**Which ions between Ag³⁺ and Xe³⁺ leave the smooth rise of the K satellite shifts?**

**Q.** I assign K satellites of fifth-row elements and like to interpolate their positions along the row. What exactly do these Dirac-Fock numbers for the triply charged ions describe?

Radial Dirac-Fock and Kohn-Sham solver 2, 5: K satellite shifts of free triply charged ions from Ag to Xe, from Dirac-Fock ΔSCF energies with two-hole states taken as configuration averages. The calculations include a finite nucleus, the first-order frequency-dependent Breit interaction, self-energy and vacuum polarisation, but no correlation.

| species | Z | electrons | configuration | nuclear rms radius (fm) | shift (K-L2 L2) (eV) | shift (K-L2 L3) (eV) | shift (K-L2 M3) (eV) | shift (K-M3 L2) (eV) |
| --- | --- | --- | --- | --- | --- | --- | --- | --- |
| Ag3+ | 47 | 44 | [Kr] 4d8 | 4.545 | 58.01 | 57.89 | 6.12 | 155.3 |
| Cd3+ | 48 | 45 | [Kr] 4d9 | 4.609 | 59.91 | 59.31 | 6.39 | 160.1 |
| In3+ | 49 | 46 | [Kr] 4d10 | 4.616 | 61.84 | 60.72 | 6.66 | 164.9 |
| Sn3+ | 50 | 47 | [Kr] 4d10 5s1 | 4.652 | 63.76 | 62.08 | 6.89 | 169.9 |
| Sb3+ | 51 | 48 | [Kr] 4d10 5s2 | 4.680 | 65.72 | 63.45 | 7.13 | 175.0 |
| Te3+ | 52 | 49 | [Kr] 4d10 5s2 5p1 | 4.742 | 67.71 | 64.80 | 7.36 | 180.1 |
| I3+ | 53 | 50 | [Kr] 4d10 5s2 5p2 | 4.750 | 69.72 | 66.15 | 7.59 | 185.3 |
| Xe3+ | 54 | 51 | [Kr] 4d10 5s2 5p3 | 4.786 | 71.65 | 67.50 | 7.83 | 190.6 |

**A.** Z is the nuclear charge, "electrons" the electron count before any hole is made, and "configuration" the occupation over whose states the energy is averaged. The nuclear rms radius is an input that fixes the size of the nucleus. K is the 1s shell, L2 and L3 are 2p₁/₂ and 2p₃/₂, and M3 is 3p₃/₂. In a head such as "shift (K-L2 M3)", K-L2 is the line, in which a 1s hole moves to 2p₁/₂, and the last symbol is a second, spectator hole present before and after. The shift is the energy of that line minus the energy of the same line without the spectator.

Let E(a) be the energy of the ion with hole a and E(a,b) that with two holes, both counted from the ion without holes. The interaction of two holes is U(a,b) = E(a,b) − E(a) − E(b). For line K-X with spectator S,

shift = [E(K,S) − E(X,S)] − [E(K) − E(X)] = U(K,S) − U(X,S).

The large binding energies drop out, and a difference of two hole-hole interactions remains.

**Q.** Why do the columns differ so much, from about 6 eV to about 155 eV at Ag?

**A.** A classical analogy gives the order: thin concentric charged shells. A unit charge on a shell of radius R makes a potential that goes as 1/R everywhere inside and as 1/r outside. With r_K and r_X the radii of the two orbitals of the line, the shift goes as 1/max(r_K, R) − 1/max(r_X, R).

In the limit of a spectator outside both orbitals, the potential is the same at both and the shift vanishes. K-L2 M3 is near this limit, and its 6.12 eV at Ag can be read as the part of the 3p charge that reaches inside the L shell. In the opposite limit the spectator sits in the K shell itself and the whole potential drop between K and L counts. That is the hypersatellite, for which the same calculation gives 534.47 eV on the K-L2 line of Ag. K-M3 L2 lies between: the spectator is outside K and inside M, and the drop from L to M counts.

K-L2 M3 and K-M3 L2 end in the same state, with holes in L2 and M3. Their difference is therefore U(K,L2) − U(K,M3), which is 155.3 − 6.12 = 149.2 eV at Ag and 190.6 − 7.83 = 182.8 eV at Xe.

The analogy has firm bounds. Thin shells give zero for an L spectator on an L line, where the table has about 58 eV, which needs the radial spread of the 2p orbital. They know no exchange and no rearrangement of the other electrons, and they can never give a negative shift, which the calculation does give for some 3d spectators.

**Q.** The valence shell goes from open 4d through closed 4d¹⁰ to 5s and 5p. Why do the columns barely notice?

**A.** Every column rises at every step, on average by 1.95, 1.37, 0.24 and 5.04 eV per element in the order of the table. Theory gives two reasons for the regularity. Valence electrons lie almost wholly outside the K, L and M shells, so by the first limit their potential cancels between the two orbitals of the line, and subtracting the line without spectator cancels most of what is left. And the Coulomb integrals between deep orbitals go as an inverse length, which for a hydrogen-like orbital is proportional to Z.

The second reason can be worked with no adjustable number. Take non-relativistic hydrogenic 1s and 2p orbitals and first-order interactions averaged over all states. With F and G the direct and exchange Slater integrals,

U(1s,2p) = F⁰(1s,2p) − G¹(1s,2p)/6 and U(2p,2p) = F⁰(2p,2p) − (2/25)F²(2p,2p).

In units of Z hartree the exact integrals are 59/243, 112/2187, 93/512 and 45/512. The shift is then 0.24280 − 0.00854 − 0.18164 + 0.00703 = 0.05965 Z hartree, or 1.623 eV per unit of Z.

This has to be set against an average over both 2p subshells, for line and spectator. Counting ordered pairs of 2p holes gives weights 2, 8, 8 and 12 out of 30 for K-L2 L2, K-L2 L3, K-L3 L2 and K-L3 L3. With the two K-L3 shifts of the same Ag calculation, (2 × 58.01 + 8 × 57.89 + 8 × 72.82 + 12 × 57.71)/30 = 61.81 eV. The same average is 65.43 eV at In, a slope of 1.81 eV per element.

The estimate of the slope is thus 10 % below the computed Ag-In slope, and it falls further behind at the heavy end, where the slope from Sb to I is 1.84 eV. The absolute value fails in the other direction: 1.623 × 47 = 76.3 eV is 23 % above 61.8 eV. Screening replaces Z by Z minus a nearly constant number, which lowers the value and leaves the slope alone, and relaxation of the other electrons is outside a first-order formula altogether. The missing slope is of the size expected of relativity, since (Zα)² = (47/137)² is about 0.12 with α the fine-structure constant. That is an agreement of size, and these numbers do not separate the relativistic part.

**Q.** At Ag the two L spectators give the same shift within 0.12 eV. Can I treat L2 and L3 spectators as equivalent?

**A.** Not along this row. The gap between shift (K-L2 L2) and shift (K-L2 L3) grows at every step and reaches 4.15 eV at Xe. By the formula for the shift it equals [U(K,L2) − U(K,L3)] − [U(L2,L2) − U(L2,L3)], and both brackets can be read from differences of shifts, using the K-L3 L2 shift of the same calculations. At Ag they are 14.93 and 14.81 eV, at Xe 23.97 and 19.82 eV. The near-equality at Ag is a cancellation of two terms of about 15 eV, of which the first grows faster.

The non-relativistic limit explains the two terms. There 2p₁/₂ and 2p₃/₂ share one radial function and have the same averaged exchange with 1s, so the first bracket is zero. The second is not. Two holes that empty 2p₁/₂ interact through F⁰ alone, while an L2-L3 pair has its average lowered by an exchange term of F²/10, of the order of ten eV here. Relativity contracts 2p₁/₂ towards the nucleus, which strengthens its interaction with 1s and makes the first bracket grow faster than linearly in Z; the Breit interaction enters it too, in a share not resolved here. The gap should therefore be negative for lighter elements, and the row begins just above the crossing.

**Q.** Then which rows break the pattern?

**A.** The sharpest test is the second difference, the change of the step from one element to the next, which is constant for a parabola. Rounding to 0.01 eV can produce at most 0.02 eV of it in the three K-L2 columns. In shift (K-M3 L2), printed to 0.1 eV, it can produce 0.2 eV. No second difference of that column exceeds this, so the table alone resolves nothing there. The column can be rebuilt more finely, because it differs from shift (K-L2 M3) by U(K,L2) − U(K,M3), which is also the difference of the K-M3 and K-L2 hypersatellite shifts. The same calculations then give 155.28, 164.93, 174.98 and 185.31 eV at Ag, In, Sb and I, with two-element steps of 9.65, 10.05 and 10.33 eV. The step grows by 0.40 eV across In and by only 0.28 eV across Sb. That excess of 0.12 eV sits just above its worst-case rounding of 0.11 eV, a hint that this line bends upwards at In.

Two features remain. The first is a change of slope at In³⁺. In shift (K-L2 M3) the steps are 0.27 eV up to In and 0.23 or 0.24 eV afterwards; in shift (K-L2 L3) they are 1.42 and 1.41 eV and then 1.35 to 1.37 eV. To size the break, the second difference centred on In was compared with the mean of those centred on Cd, Sn, Sb and Te, which stands for the smooth curvature. The excess is −0.040, −0.045 and −0.040 eV for the L2, L3 and M3 spectators, where rounding could give at most 0.030 eV. Each column alone clears that bound narrowly, and only two steps precede the break. The case rests on three columns agreeing in place, sign and size. That agreement counts against rounding, which is independent in each column, but all three subtract the same K-L2 line without spectator. The K-L3 satellites of the same calculations do not, and they bend too: from Ag through In and Sb to I the two-element steps are 3.13, 3.08 and 3.09 eV for K-L3 L3 and 0.89, 0.86 and 0.90 eV for K-L3 M2. The change of step across In lies below that across Sb by 0.06 and 0.07 eV, where rounding allows 0.04 eV and a change of slope of −0.04 eV per element would give 0.08 eV.

The second feature is a single value, shift (K-L2 L2) of Xe³⁺. After steps of 1.96, 1.99 and 2.01 eV, the last step drops to 1.93 eV. The smooth model here is the parabola that passes exactly through In, Sb and I, with Xe left out. At Z = 54 it weights these three rows with 0.375, −1.25 and 1.875, so that 0.375 × 61.84 − 1.25 × 65.72 + 1.875 × 69.72 = 71.765 eV. The table has 71.65 eV, lower by 0.115 eV, about five times the 0.022 eV that rounding allows. The other three columns meet their parabolas at Xe within rounding.

**Q.** What happens at indium?

**A.** The configuration column shows the coincidence: up to In³⁺ each added electron enters 4d, and from Sn³⁺ on it enters 5s or 5p. The numbers also show that the break has nearly the same size in eV for all three spectators, although it is a sixth of the mean step for M3 and about 2 % of it for L2. A cause inside the core would be expected to scale with the shift. An outer shell, by the shell analogy read from outside, sees a hole in L2, L3 or M3 as much the same unit of extra central charge, and that fits an equal break. An irregularity in the shared K-L2 line without spectator would fit the equal size too, but not the same bend on the K-L3 lines. A fault in the K-hole energy would move all K lines the same way, and the K-M lines go the other way: in the K-M3 hypersatellite the two-element step grows by 1.04 eV across In and 0.96 eV across Sb, an excess of +0.08 eV against 0.04 eV from rounding. The break thus depends on the line more than on the spectator, as suits 4d charge that reaches into the M shell but hardly into L.

The sign narrows the choice. Plain screening argues the wrong way. A 4d electron screens the 3p orbital better than a 5s electron does, so 3p should contract more slowly while 4d fills and the K-L2 M3 steps should be smaller there. They are larger.

Relaxation offers the right sign. A spectator hole pulls the outer shells inwards, and that displaced charge acts back on the line. How charge of each kind acts can be read from the spectator shifts themselves. Removing a 3p electron raises the K-L2 line. Removing a 3d electron lowers it on average: at In the M4 (3d₃/₂) and M5 (3d₅/₂) spectators give +1.22 and −1.82 eV, and weighting by the number of states gives (4 × 1.22 − 6 × 1.82)/10 = −0.60 eV, with −0.51 eV at Xe. A likely explanation is indirect. A d electron hardly enters the L shell but screens the s and p electrons of the M and N shells, which do enter it, and without it they contract and screen 1s more than 2p. Turned round, d charge drawn inwards should raise the line, and penetrating s or p charge drawn inwards should lower it. Each added 4d electron would then add a little to the step, and each 5s or 5p electron would add nothing or subtract.

This is a guess as far as the break is concerned. It carries the sign over from 3d to 4d, the two 3d subshells have opposite signs and only their average is negative, and no calculation here separates the relaxation of 4d. Ag³⁺ and Cd³⁺ are also open-shell ions treated as averages over 4d⁸ and 4d⁹, so a part of 0.04 eV that belongs to the averaging cannot be excluded.

**Q.** Is there a second break where 5s filling gives way to 5p?

**A.** None is resolved. The same test centred on Sb, against the mean curvature at Cd, Sn and Te, gives 0.000, −0.020 and −0.013 eV in the three K-L2 columns, with up to 0.040 eV possible from rounding. A break smaller than the one at In could hide there. The result suits the argument above, because 5s and 5p both have inner lobes that reach the L shell, and differ from each other less than either differs from 4d. A change of slope is to be expected where filling passes between s or p orbitals and d or f orbitals, which the centrifugal barrier keeps out of the core, and much less between s and p.

**Q.** Xe³⁺ has the half-filled 5p³ shell. Is that the cause of its low value?

**A.** The comparison between lines speaks against it. A valence effect should move all spectators on one line alike, as argued for In, and at Xe the L3 and M3 spectators on the same line stay within 0.014 eV of their parabolas. A configuration average also carries no Hund's-rule preference for a half-filled shell.

The break can be located. A jump in the single-hole energies of K or L2 would appear in all K-L2 columns, and it does not. K-L3 L2 starts from the same state as K-L2 L2 and lies only 0.019 eV above its parabola. The hypersatellites K-L2 K and K-L3 K deviate by 0.034 and 0.026 eV, slightly beyond rounding but on steps of about 15 eV, where a parabola need not be exact. One more line jumps: K-L3 L3 lies 0.131 eV above its parabola. The simplest reading is that the state with both holes in L2 has risen by about 0.1 eV and the average with both holes in L3 has fallen by a similar amount, while the mixed L2-L3 states are smooth.

Mixing among the 2p double-hole levels has the right sign, since it pushes the upper J = 0 level up and the lower one down, but it conserves the sum of the energies. The L2-L2 configuration has one state and L3-L3 has six, so a rise of 0.115 eV in the first lowers the average of the second by 0.115/6 = 0.019 eV, a seventh of what is seen. To make up the rest through the J = 2 levels, the eight L2-L3 states would have to move by (6 × 0.131 − 0.115)/8 = 0.08 eV, and shift (K-L2 L3) is off by 0.011 eV. Mixing strength also varies smoothly with Z and has no reason to change abruptly at one element. The cause is not shown by these numbers. My guess is an artefact in the treatment of the states with two holes in one 2p subshell, and the value should not be read as 5p physics.

**Q.** The nuclear radii advance unevenly. Could they make either kink?

**A.** The test is whether the unevenness falls in the same places. The largest second differences of the radius are at Cd and Te, −0.057 and −0.054 fm, where all three K-L2 columns follow their smooth curvature within rounding. In and I have almost equal ones, +0.029 and +0.028 fm, yet the second difference of shift (K-L2 L3) is −0.05 eV at In and 0.00 eV at I. The patterns do not match. Theory agrees: nuclear size acts mainly on the 1s binding energy, which cancels from a shift.

**Q.** How far can I use these shifts for an assignment?

**A.** As smooth centroids they interpolate well. Estimating any inner row from its two neighbours errs by half the second difference, which is at most 0.04 eV in the K-L2 columns, at I, and 0.1 eV in shift (K-M3 L2). But the two-hole energies are averages over J. The Coulomb terms in F² that spread the levels of a 2p double hole amount to ten eV or more, so a tabulated shift is not the position of one observed satellite. Correlation is absent, and the ions are free, with 5s and 5p shells that a solid would rearrange; that bears most on an effect as small as the one at In. The natural width of K lines in this range is roughly 10 eV, a rough recalled figure, about a hundred times the larger of the two breaks.
